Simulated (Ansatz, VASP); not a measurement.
# Two plane-wave programs on Os

```xyz
1
Lattice="0.0000 1.9936 1.9936 1.9936 0.0000 1.9936 1.9936 1.9936 0.0000" Properties=species:S:1:pos:R:3 pbc="T T T"
Os    0.0000    0.0000    0.0000
```

Change from the starting cell: strain +0.025 along x and y, +0.025 along z, atoms carried along.

Alike in both runs: task single point; functional PBEsol; k mesh 20 × 20 × 20; occupations gaussian, width 0.15 eV; no spin polarisation.

|  | VASP | Ansatz |
| --- | --- | --- |
| version | VASP 6.6.1 | Ansatz 0.2.0 |
| potentials or method | VASP PAW PBE potentials, release 64 (Os) | scalar-relativistic, plane waves, PAW |
| plane-wave cutoff (eV) | 520 | 420 |
| valence electrons in the cell | 8 | 16 |

|  | VASP | Ansatz | Ansatz less VASP |
| --- | --- | --- | --- |
| gap on the k mesh at the Fermi level (eV) | none | none | - |
| pressure (GPa) | -40.2 | -39.9 | +0.37 |

A gap of «none» marks a metal or a gap that the smearing closes. The two sets of potentials don't hold the same shells in valence.

Caveats: the cell as given lies far from equilibrium; so large a pressure means that the cell lies far from this level's equilibrium, or that cutoff or potentials fall short (VASP); the potentials were made for another functional, which shifts forces and pressure (VASP). Spin-orbit coupling is left out, which matters for the levels of Os.
